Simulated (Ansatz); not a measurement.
# CsH under changes of volume

One of the cells (32.401 Å³/atom); the others are scaled copies at fixed shape and fractional positions:

```
Cs H
1.0
     0.00000    3.18800    3.18800
     3.18800    0.00000    3.18800
     3.18800    3.18800    0.00000
Cs H
1 1
Direct
  0.00000 0.00000 0.00000
  0.50000 0.50000 0.50000
```

* Program: Ansatz 0.2.0
* Functional: LDA
* Potentials or basis: Ansatz PAW
* Cutoff: 420 eV (not typed: the program's choice for these potentials)
* k mesh: 7 × 7 × 7
* Occupations: fermi-dirac, width 0.05 eV
* Spin: no spin polarisation

```csv
volume (Å³/atom),energy over the lowest point (meV/atom),pressure (GPa),gap on the mesh (eV)
30.457,0.00,-0.8,2.17
31.105,3.44,-0.9,2.19
31.753,7.58,-1.1,2.21
32.401,12.35,-1.3,2.24
33.049,17.69,-1.4,2.25
33.697,23.53,-1.5,2.27
34.345,?,?,?
```

Question: What does the run at 34.345 Å³/atom give?

Answer: Energy over the lowest point 29.84 meV/atom; pressure -1.6 GPa; gap on the mesh 2.29 eV.

Worked out: A Birch-Murnaghan fit of order 3 (a polynomial in V^(-2/3)) to the other rows has no minimum within the range. It gives 29.83 meV/atom at 34.345 Å³/atom, against the run's 29.84, and -dE/dV = -1.6 GPa, against -1.6. A straight line through the other rows of the gap, of slope 1 eV per unit of ln V (its deformation potential), extrapolates to 2.29 eV, against the run's 2.29.

Energies are extrapolated to zero smearing.

Caveats: odd divisions of the mesh miss points on the zone boundary, where band edges often lie, so the gap on the mesh can be too wide; spin-orbit coupling is left out, which moves the levels of the heavy elements; the PAW data sets come from PBE, with cores solved anew for the run's functional, which leaves a small shift of forces and pressure.

A mesh can miss the band edges.
